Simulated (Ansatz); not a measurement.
# Se: response to strain

Aim: deform Se (zz strain of -1 %) and compute stress, forces and field gradients with LAPW, PAW and all-electron datasets made for the crystal.

Computed with Ansatz 0.2.0 (DFT PBE, scalar-relativistic, unless a step's input says otherwise).

**1. The structure to begin with**

The structure is trigonal, space group R-3 (No. 148). The conventional cell has a = 11.362 Å, b = 11.362 Å, c = 4.429 Å, α = 90.00°, β = 90.00°, γ = 120.00°. Se (site symmetry 1) is surrounded by 2 Se at 2.36 Å.

Structure file:

```cif
data_structure
_symmetry_space_group_name_H-M 'R-3:H'
_symmetry_Int_Tables_number 148
_cell_length_a 11.3620
_cell_length_b 11.3620
_cell_length_c 4.4290
_cell_angle_alpha 90.000
_cell_angle_beta 90.000
_cell_angle_gamma 120.000
_cell_volume 495.16
loop_
_atom_site_label
_atom_site_type_symbol
_atom_site_symmetry_multiplicity
_atom_site_Wyckoff_symbol
_atom_site_fract_x
_atom_site_fract_y
_atom_site_fract_z
_atom_site_occupancy
Se1 Se 18 f 0.82688 0.53560 0.45378 1
```

The file gives the conventional cell by its symmetry; the runs use the cell typed in the input.

Atoms are numbered in the order of the input: Se1, Se2, Se3, Se4, Se5, Se6.

**2. The deformed structure**

Space group R-3 before, R-3 after.

**3. All-electron LAPW**

input.yaml reads:

```yaml
crystal:
  lattice:
    - [5.6809998619, 3.2799267995, 1.4615667]
    - [-5.6809998619, 3.2799267995, 1.4615667]
    - [0.0, -6.5598535991, 1.4615667]
  atoms:
    - { symbol: Se, position: [0.28066, 0.16251, 0.91818] }
    - { symbol: Se, position: [0.91818, 0.28066, 0.16251] }
    - { symbol: Se, position: [0.16251, 0.91818, 0.28066] }
    - { symbol: Se, position: [0.71934, 0.83749, 0.08182] }
    - { symbol: Se, position: [0.08182, 0.71934, 0.83749] }
    - { symbol: Se, position: [0.83749, 0.08182, 0.71934] }
kpoints:
  mp_grid: { grid: [6, 6, 6] }
  band_path:
    path:
      - [0.0, 0.0, 0.0]
      - [0.5, 0.0, 0.0]
      - [0.5, -0.5, 0.5]
      - [0.1997613116, -0.8002386884, 0.1997613116]
      - [0.1997613116, 0.1997613116, 0.1997613116]
      - [0.0, 0.0, 0.0]
      - [0.5, -0.5, 0.0]
    npoints: 5
scf:
  occupations: { method: fermi_dirac, width: 0.01 }
hamiltonian:
  xc: pbe
  pseudopotentials: { kind: all_electron, lapw: { basis_error: 0.001 } }
output:
  forces: true
  stress: true
  eigenvalues: true
```

Command:

```
$ ansatz run input.yaml --threads 2 --pin off --max-ram 6144MiB --backend cpu --events-out ev --progress --plain --runs-dir out
```

**4. PAW on the default files**

input.yaml, as its differences from that of step 3:

```diff
@@ -14,12 +14,2 @@
   mp_grid: { grid: [6, 6, 6] }
-  band_path:
-    path:
-      - [0.0, 0.0, 0.0]
-      - [0.5, 0.0, 0.0]
-      - [0.5, -0.5, 0.5]
-      - [0.1997613116, -0.8002386884, 0.1997613116]
-      - [0.1997613116, 0.1997613116, 0.1997613116]
-      - [0.0, 0.0, 0.0]
-      - [0.5, -0.5, 0.0]
-    npoints: 5
 scf:
@@ -28,3 +18,3 @@
   xc: pbe
-  pseudopotentials: { kind: all_electron, lapw: { basis_error: 0.001 } }
+  pseudopotentials: { kind: paw }
 output:
@@ -33 +23,2 @@
   eigenvalues: true
+  efg: { contact_densities: true }
```

**5. Datasets made for this crystal**

input.yaml, as its differences from that of step 4:

```diff
@@ -18,3 +18,3 @@
   xc: pbe
-  pseudopotentials: { kind: paw }
+  pseudopotentials: { kind: all_electron, datasets: crystal }
 output:
```

(Steps that only read results are left out.)

Before running it: what results should come out? Wanted: pressure; largest shear or deviatoric stress.

The runs gave:

```
                                 quantity                                           value
                                 pressure  LAPW 3.07, PAW 3.07, crystal datasets 3.06 GPa
largest shear or deviatoric stress (LAPW)                                        0.26 GPa
```

**Reading.** The largest part of the stress beyond the pressure is 0.26 GPa in size, in the zz component; the atoms are carried along and not relaxed. No run of the undeformed cell stands beside it, so the pressure holds what the given cell had before the change. PAW: stress within 0.01 GPa of LAPW, forces within 5 meV/Å. Crystal datasets: stress within 0.01 GPa of LAPW, forces within 1 meV/Å.
